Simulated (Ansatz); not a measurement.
The reference is ZnTe in the zinc blende structure (space group F-43m, No. 216; a = 6.1134 Å). Axes: x, y, z lie along the cube axes.

Structures relaxed with r2SCAN (Ansatz, a first-principles code), scalar-relativistic without spin-orbit coupling.

Base:

Simulated powder pattern, Cu Kα1, λ = 1.54056 Å (kinematic, ideal powder, no thermal factors, no anomalous dispersion; the 8 strongest lines at most, above 2 %, up to 2θ = 90°):

```json
[
 {"2θ (°)": "25.21", "I/Imax (%)": "100", "hkl": "(111)"},
 {"2θ (°)": "29.19", "I/Imax (%)": "6.7", "hkl": "(200)"},
 {"2θ (°)": "41.76", "I/Imax (%)": "72", "hkl": "(220)"},
 {"2θ (°)": "49.40", "I/Imax (%)": "47", "hkl": "(311)"},
 {"2θ (°)": "60.53", "I/Imax (%)": "12", "hkl": "(400)"},
 {"2θ (°)": "66.63", "I/Imax (%)": "19", "hkl": "(331)"},
 {"2θ (°)": "76.23", "I/Imax (%)": "23", "hkl": "(422)"},
 {"2θ (°)": "81.79", "I/Imax (%)": "14", "hkl": "(511)"}
]
```

After one change:

Simulated powder pattern, Cu Kα1, λ = 1.54056 Å (kinematic, ideal powder, no thermal factors, no anomalous dispersion; the 8 strongest lines at most, above 2 %, up to 2θ = 90°):

```csv
2θ (°),I/Imax (%)
25.76,100
29.83,6.7
42.69,71
50.53,46
61.96,11
68.24,18
78.17,23
83.93,14
```

Q: Which change produced these results?
A. tensor shear ε_yz = +1.95 %
B. isotropic strain −1.97 %
C. isotropic strain −2.09 %
D. biaxial strain −0.34 %, plane normal [001], relaxed out of plane

A: C, isotropic strain −2.09 %. Its volume per atom is 26.81 Å³ against 28.56 Å³, and its space group is F-43m (No. 216).

No phonon test of stability was made.
